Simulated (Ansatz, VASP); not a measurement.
# Te2Mo: VASP beside Ansatz

Aim: how closely do two programs agree when they are given the same cell, functional and k mesh? The structure shown is the start of the Ansatz relaxation below; VASP solves that cell, so the two are compared at the walk's first step.

Program: Ansatz 0.2.0. Level of theory: plane waves, with VASP 6.6.1 beside it; single point at LDA. Results are calculated unless marked as measured.

## 1. The starting structure

The cell holds 3 atoms: 2 Te and 1 Mo. Its edges and angles: a = 3.594 Å, b = 3.594 Å, c = 30.959 Å, α = 90.0°, β = 90.0°, γ = 120.0°. Vacuum lies along c. The height across the vacuum is the one that the program set for its solve, not the one typed.

As a file:

```cif
data_structure
_symmetry_space_group_name_H-M 'P 1'
_symmetry_Int_Tables_number 1
_cell_length_a 3.5942
_cell_length_b 3.5942
_cell_length_c 30.9593
_cell_angle_alpha 90.000
_cell_angle_beta 90.000
_cell_angle_gamma 120.000
_cell_volume 346.35
loop_
_atom_site_label
_atom_site_type_symbol
_atom_site_fract_x
_atom_site_fract_y
_atom_site_fract_z
_atom_site_occupancy
Te1 Te 0.33333 0.66667 0.36966 1
Te2 Te 0.33333 0.66667 0.25404 1
Mo3 Mo 0.00000 0.00000 0.31185 1
```

## 2. Ansatz: relaxation, LDA

Ansatz runs on its default PAW (the set named soft_2) files.

The two programs are compared at the cell with which this relaxation starts, whose forces are those of its first step.

The input, input.yaml:

```yaml
crystal:
  lattice:
    - [3.5941655863, -2.9e-09, 0.0]
    - [-1.7970827907, 3.1126387046, 0.0]
    - [0.0, 0.0, 19.30763106]
  atoms:
    - { symbol: Te, position: [0.3333333333, 0.6666666667, 0.59274755] }
    - { symbol: Te, position: [0.3333333333, 0.6666666667, 0.40734783] }
    - { symbol: Mo, position: [0.0, 0.0, 0.50004769] }
  periodic: [true, true, false]
kpoints:
  mp_grid: { grid: [7, 7, 1] }
scf:
  occupations: { method: fermi_dirac, width: 0.05 }
hamiltonian:
  xc: lda
output:
  forces: true
  stress: true
  write_density: true
  write_potential: true
  elf: true
  volumetric_format: npy
relax:
  f_tol: 0.02
  max_steps: 50
  cell: {}
```

Command:

```console
$ ansatz run input.yaml --threads 1 --pin off --max-ram 4096MiB --backend cpu --events-out ev --progress --plain --runs-dir out
```

Numbers of over 12 decimals in the logs are rounded to 6 here.

The log of the run:

```text
Warning: crystal.periodic: the lattice vector that does not repeat stood 0.000° off the slab's normal, 19.308 Å along it as the deck builds it. The run solves the slab on a vector along the normal, 30.959 Å long, with every atom where it was (on the deck's vector they left 15.73 Å outside them, and the widest stretch free of ions among them is 1.79 Å). A fractional position that the run reports is one of the run's ce [...]
crystal.periodic: the lattice vector that does not repeat stood 0.000° off the slab's normal, 19.308 Å along it as the deck builds it. The run solves the slab on a vector along the normal, 30.959 Å long, with every atom where it was (on the deck's vector they left 15.73 Å outside them, and the widest stretch free of ions among them is 1.79 Å). A fractional position that the run reports is one of the run's cell, which [...]
Engine: ansatz 0.2.0, aarch64-unknown-linux-gnu
Pseudopotentials: kind: paw
Pseudopotential: Te, paw, valence charge 16, recommended cutoff 420 eV (normal), Te.paw.azcp
Pseudopotential: Mo, paw, valence charge 14, recommended cutoff 420 eV (normal), Mo.paw.azcp
Functional definition: SPW92
  exchange = slater_x
  correlation = pw_c
Crystal: 3 atoms, lattice volume = 346.352 Å³
Basis set: ecut = 420 eV, 6679 PW (Γ)
Bands: 28, of which v1, the nominal top of the filled ones, is band 23 counted from 1 (22 counted from 0)
Symmetry: 12 space group operations
Space group: P-6m2 (ITA 187), of the structure as read, at distance tolerance 7.0e-5 Å
k-points: 8 of 49 (time reversal used)
Non-local potential: Te, projectors of the file, l = 0: 2, l = 1: 2, l = 2: 2, l = 3: 2
Non-local potential: Mo, projectors of the file, l = 0: 3, l = 1: 2, l = 2: 2, l = 3: 1
PAW form: soft (Blöchl's): semilocal exchange-correlation on the pseudo side does not see the compensation charge
PAW frozen core: Te, regenerated for the run's functional, and the local potential with it (the file was generated under x = pbe(κ = 0.804, μ = 0.219515), c = pbe(β = 0.066725))
PAW frozen core: Mo, regenerated for the run's functional, and the local potential with it (the file was generated under x = pbe(κ = 0.804, μ = 0.219515), c = pbe(β = 0.066725))
PAW one-centre angular grid: Te, 590 points (default); XC on 64 Gauss nodes
PAW one-centre angular grid: Mo, 590 points (default); XC on 64 Gauss nodes
Initial density: superposition of atomic densities (neutral atoms: chi_scale 0, normalization atom), corrected by the library's trained network
Initial wavefunctions: pseudopotential atomic-orbital guess
Functional: x = slater, c = lda
SCF iter   1: F=—  HF=-18497.849540 eV  |F-HF|=—  |Δ(HF+E_count)|=         —  Δρ=3.33e-3  dr2=2.11e-2  ethr=1.77e-3  ⟨swp⟩=17.0  Hψ=1694  notcnv=0
[...]
preconditioner: auto → Resta (q_TF=auto, 1.972 Å⁻¹)  ε∞=2.4  [insulator: Δε(μ)=1.536 eV  Ē_g=7.457 eV  σ=0.050 eV  W_gap=1.00  n_scr=18 (ndim 8)  ℏωp=8.8 eV  f_vac=0.749  D(μ)=0.00/eV (n_scr^D=0)  ε∞_Penn≈2.4  vacuum switching on, ρ_ref=4.0e-3 e/Å³]
SCF iter   2: F=—  HF=-18497.970685 eV  |F-HF|=—  |Δ(HF+E_count)|=   3.68e-6  Δρ=5.62e-5  dr2=2.94e-5  ethr=6.05e-8  ⟨swp⟩=3.2  Hψ=422  notcnv=0
SCF iter   3: F=—  HF=-18497.970682 eV  |F-HF|=—  |Δ(HF+E_count)|=   2.76e-6  Δρ=3.34e-5  dr2=5.86e-6  ethr=6.05e-8  ⟨swp⟩=2.2  Hψ=273  notcnv=0
SCF iter   4: F=—  HF=-18497.970682 eV  |F-HF|=—  |Δ(HF+E_count)|=   5.62e-7  Δρ=1.50e-5  dr2=9.98e-7  ethr=1.27e-8  ⟨swp⟩=2.4  Hψ=350  notcnv=0
SCF iter   5: F=-18497.970682 eV  HF=-18497.970682 eV  |F-HF|=1.34e-8  |Δ(HF+E_count)|=   1.32e-7  Δρ=3.38e-6  dr2=2.93e-8  ethr=9.35e-11  ⟨swp⟩=13.4  Hψ=2150  notcnv=0
SCF 6 converged in 5 iterations: F = -18497.970682 eV  dr2 = 2.93e-8
relax step   6: F+E_penalty+E_count = -18497.97068170 eV  Δ(F+E_penalty+E_count) = -7.289e-5 eV  max|allowed force component| = 2.695e-3 eV/Å  Δτ_max = 0.0026 Å  P = -0.004 N/m  Ω = 322.275 Å³  energy of the carried Pulay correction = +1.182e-3 eV  fix = [c, alpha, beta]  reactions: c -0.000 N/m  (5 SCF iters, dr2 threshold 4.30e-8 eV, accepted)
Initial wavefunctions: pseudopotential atomic-orbital guess (no wavefunctions were taken with the density)
iter 1 solved again at ethr=5.47e-8 eV; its pass at ethr=3.10e-3 eV (dr2=2.52e-5 eV) is discarded
SCF iter   1: F=—  HF=-18497.969451 eV  |F-HF|=—  |Δ(HF+E_count)|=         —  Δρ=3.84e-5  dr2=7.32e-7  ethr=5.47e-8  ⟨swp⟩=6.6  Hψ=2776  notcnv=0
SCF iter   2: F=—  HF=-18497.969540 eV  |F-HF|=—  |Δ(HF+E_count)|=   8.86e-5  Δρ=1.87e-5  dr2=1.93e-7  ethr=1.59e-9  ⟨swp⟩=3.0  Hψ=440  notcnv=0
SCF iter   3: F=—  HF=-18497.969540 eV  |F-HF|=—  |Δ(HF+E_count)|=   2.91e-8  Δρ=4.83e-6  dr2=1.33e-7  ethr=4.20e-10  ⟨swp⟩=3.9  Hψ=498  notcnv=0
SCF iter   4: F=—  HF=-18497.969540 eV  |F-HF|=—  |Δ(HF+E_count)|=   1.02e-9  Δρ=3.44e-6  dr2=1.16e-7  ethr=2.89e-10  ⟨swp⟩=3.1  Hψ=343  notcnv=0
SCF iter   5: F=—  HF=-18497.969540 eV  |F-HF|=—  |Δ(HF+E_count)|=   1.02e-8  Δρ=1.50e-6  dr2=1.93e-8  ethr=2.52e-10  ⟨swp⟩=1.9  Hψ=281  notcnv=0
SCF iter   6: F=—  HF=-18497.969540 eV  |F-HF|=—  |Δ(HF+E_count)|=   2.27e-9  Δρ=3.58e-7  dr2=1.20e-9  ethr=4.19e-11  ⟨swp⟩=2.2  Hψ=292  notcnv=0
SCF iter   7: F=-18497.969540 eV  HF=-18497.969540 eV  |F-HF|=3.27e-11  |Δ(HF+E_count)|=  1.13e-10  Δρ=3.08e-8  dr2=8.08e-12  ethr=1.00e-12  ⟨swp⟩=12.1  Hψ=1866  notcnv=0
SCF 7 converged in 7 iterations: F = -18497.969540 eV  dr2 = 8.08e-12
relax step   7: F+E_penalty+E_count = -18497.96953971 eV  Δ(F+E_penalty+E_count) = +1.142e-3 eV  max|allowed force component| = 2.582e-3 eV/Å  Δτ_max = 0.0000 Å  P = -0.007 N/m  Ω = 322.275 Å³  fix = [c, alpha, beta]  reactions: c -0.000 N/m  stress off target by 7.19e-3 N/m on what of the cell is left free  SCF on the basis re-selected at this cell (its energy is not comparable with the rows above)  (7 SCF iters)
basis re-selected at this cell: Δ(F+E_penalty+E_count) = +1.142e-3 eV, ΔP = -0.004 N/m vs the last step (what re-selecting the basis moved, of the pressure what is left beyond the Pulay correction that the steps carried, after the strain that the cell walked since its last selection, with what the two solves' SCF thresholds leave and, on support functions, any second-order correction that the steps lacked; it is no measure of the basis error at this ecutwfc). The dense FFT grid was sized anew with the basis: this SCF ran on 24×24×216 points, the steps before it on 25×25×216, so part of this shift can come from that change (see relax.cell in the input reference). [rest of the remark cut]
WARN: The output density's exchange-correlation potential varies sharply where the density is thin. Do not read a vacuum level from v_tot or v_xc, or from such a field of the output density. On a cell that repeats whose density bears no net charge and no dipole along the vacuum's axis use v_es (v_loc + v_h of the components); under efield.dipole_correction with no amplitude use v_es + v_field, which holds any externa [...]
SCF converged after 7 iterations
Free energy (F): -18497.969540 eV
Harris-Foulkes:  -18497.969540 eV  (|F-HF|=3.27e-11)
Internal energy: -18497.969540 eV  (E = F + TS)
E sigma→0 (E₀):  -18497.969540 eV
Entropy (-TS):   -0.000000 eV (-0.000 meV/atom)
Fermi energy:    -4.522518 eV
--- Per-component energies (eV) ---
  E_band       = -1370.433377
  E_kinetic    = 809.274977
  E_local      = -112012.525455  (includes V_loc(G=0)·N_el)
  E_nonlocal   = -460.068697
  E_hartree    = 55823.727930
  E_xc         = -431.600839
  E_vxc        = -440.342129  (∫ρ·V_xc dr)
  E_paw        = -12110.744631  (= ΣΔE_a)
  E_vpaw       = -914.226912  (= ΣTr[D̂ρ^β])
  E_aug_tail   = -0.000321  (compensation charges beyond the density's cutoff)
  E_ewald      = 49882.137357
  E_core_change = 1.830139  (= ΣΔE_core)
  E_smearing   = -0.000000  (= −TS)
  E_closure    = -0.000000  (closes the sum)
  Σ components = -18497.969540   (vs F -18497.969540, Δ=0.00e0)
--- Forces (eV/Å), atoms counted from 1 ---
  atom   1  Te     0.00000000     0.00000000    -0.00258239
  atom   2  Te     0.00000000     0.00000000     0.00258239
  atom   3  Mo    -0.00000000     0.00000000     0.00000000
  max |Σ_I F_I| component: 9.25e-18 eV/Å
--- 2D stress c σ (N/m, compression-positive) ---
       -0.007187       0.000000       0.000000
       -0.000000      -0.007187       0.000000
        0.000000       0.000000       0.000000
  P = ½ c Tr σ = -0.0072 N/m
--- Band table (eV; the first three rows and the last of 8) ---
  k-point 0: bands = [... 19 lower, -6.7744, -5.9486, -5.9486, -5.7171, -1.7748, -1.7748, -1.4672, -1.4672, ... 1 higher]
  k-point 1: bands = [... 19 lower, -6.5252, -6.3082, -5.8736, -5.7403, -2.7985, -2.6606, -2.0537, -1.5667, ... 1 higher]
  k-point 2: bands = [... 19 lower, -6.9611, -6.4567, -6.0912, -5.9101, -3.6404, -2.9832, -2.6086, -1.3064, ... 1 higher]
  k-point 7: bands = [... 19 lower, -8.1590, -8.0528, -6.7808, -5.2761, -3.7251, -3.1380, -2.7229, -0.9431, ... 1 higher]
  the weakly bound empty levels are not read free of the cell's end (no_gap_told)
--- Relaxed structure (6 steps of the walk, 5 accepted, 1 SCFs on fresh bases) ---
  F+E_penalty+E_count = -18497.96953971 eV   max|allowed force component| = 2.582e-3 eV/Å   (the final SCF, on the basis selected at the relaxed cell)
  cell:  # Å, volume = 322.2752 Å³
    - [3.466992, -2.763152520527736e-9, 0.0]
    - [-1.733496, 3.002503, 0.0]
    - [0.0, 0.0, 30.959259]
  atoms:
    - { symbol: Te, position: [0.333333, 0.666667, 0.369829] }
    - { symbol: Te, position: [0.333333, 0.666667, 0.253877] }
    - { symbol: Mo, position: [4.1119371297970696e-18, 3.289549702545187e-17, 0.311853] }
```

Reading the cycles: dr2 is the Hartree energy of the density residual (eV), the measure of convergence; HF is the Harris–Foulkes estimate of the energy, which meets the free energy F at convergence.

[end of part 1 of 2]

[Lines on the potential files, build, host, timing and source positions are cut from VASP's logs without a mark.]

[Logs are printed without paths, hosts, clocks, repeated set-up lines and the standing remarks that a program may print on its own settings, such as how far it seeks lower states.]

[Hosts, paths, dates, database ids (printed as entryN), source tags and the programs' standing remarks are cut or masked in the printed files.]
